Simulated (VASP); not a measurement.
Si, 2 atoms in the cell. It takes space group Fd-3m (No. 227, cubic). Conventional cell: a = 5.403 Å, b = 5.403 Å, c = 5.403 Å, α = 90.00°, β = 90.00°, γ = 90.00°. Si (site symmetry -43m) has 4 Si at 2.34 Å as nearest neighbours. 

* Program: VASP 6.6.1
* Task: Born charges and dielectric tensor
* Functional: LDA
* Potentials or basis: VASP PAW LDA potentials, release 64 (Si)
* Cutoff: 600 eV
* k mesh: 18 × 18 × 18
* Occupations: gaussian, width 0.02 eV
* Spin: no spin polarisation
* Further INCAR settings: ALGO = Normal; EDIFF = 1e-08; IBRION = 8; NSW = 1

Potentials or basis: VASP PAW LDA potentials, release 64 (Si).

Run with:

```console
$ cat potpaw_LDA.64/Si/POTCAR > POTCAR
$ mpirun -np 1 vasp_std > vasp.out
```

Hardware: 1 thread of AMD EPYC 7R13 Processor (Zen 3), with other jobs on the host.

Problem. How long does it take, and how much memory?

Solution. Wall time 31 min on 1 thread of AMD EPYC 7R13 Processor (Zen 3), on a shared host, peak memory 0.77 GiB. Counts: scf iterations 115, k points 195.
